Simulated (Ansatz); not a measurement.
A surface is cut from this relaxed crystal of Au:

```cif
data_structure
_symmetry_space_group_name_H-M 'P 1'
_symmetry_Int_Tables_number 1
_cell_length_a 2.8850
_cell_length_b 2.8850
_cell_length_c 4.8007
_cell_angle_alpha 90.000
_cell_angle_beta 90.000
_cell_angle_gamma 121.485
_cell_volume 34.08
loop_
_atom_site_label
_atom_site_type_symbol
_atom_site_fract_x
_atom_site_fract_y
_atom_site_fract_z
_atom_site_occupancy
Au1 Au 0.66386 0.33614 0.25000 1
Au2 Au 0.33614 0.66386 0.75000 1
```

Miller indices refer to the conventional cell of Cmcm (No. 63), a = 2.820 Å, b = 5.034 Å, c = 4.801 Å, α = 90.00°, β = 90.00°, γ = 90.00°.

Consider the (001) slab of 6 planes, 12.0 Å thick with 15 Å of vacuum as cut; outer planes Au (top) and Au (bottom), all atoms relaxed.

Computed with Ansatz, DFT PBEsol, scalar-relativistic, plane waves, PAW. Cutoff 420 eV; k points 14×14×1 on the computed 6-atom cell (Γ-centred); Gaussian smearing, width 0.10 eV; no spin polarisation. The cell repeats along c with a dipole correction in the vacuum.

(1) Estimate the surface energy (mean of both faces).

(2) Predict the work function.

(3) The top two planes lie 2.400 Å apart in the bulk. How does relaxation change this?

Spin-orbit coupling is left out, which matters for the bands of heavy elements.

Results:

(1) 0.94 J/m².

(2) 5.28 eV.

(3) The spacing becomes 2.423 Å (+0.9 %).

The reference crystal is a form of Au, which isn't its usual structure.